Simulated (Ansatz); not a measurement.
Crystal: CuAu.

```
CELL_PARAMETERS angstrom
2.81075 0.00000 0.00000
0.00000 2.81075 0.00000
0.00000 0.00000 3.68500
ATOMIC_POSITIONS crystal
Au 0.00000 0.00000 0.00000
Cu 0.50000 0.50000 0.50000
```

Base run:

| Quantity | Value |
| --- | --- |
| Program | Ansatz 0.2.0 |
| Functional | PBE |
| Potentials or basis | Ansatz PAW |
| Cutoff | 420 eV |
| Density cutoff | 1680 eV |
| k mesh | 9 × 9 × 7 |
| Occupations | fermi-dirac, width 0.05 eV |
| Spin | no spin polarisation |

Its results: band gap on the k mesh none (metal or under the smearing width); pressure 4.5 GPa.

Question: The run is repeated on the same cell with these changes: functional from PBE to RPBE; occupations from fermi-dirac, width 0.05 eV to gaussian, width 0.05 eV. What comes out?

Answer: Band gap on the k mesh none (metal or under the smearing width); pressure 8.9 GPa.

Caveats: the potentials were made for another functional, which shifts forces and pressure (some runs); the PAW data sets come from PBE, with cores solved anew for the run's functional, which leaves a small shift of forces and pressure (some runs).

Not every run made on this cell is shown here.
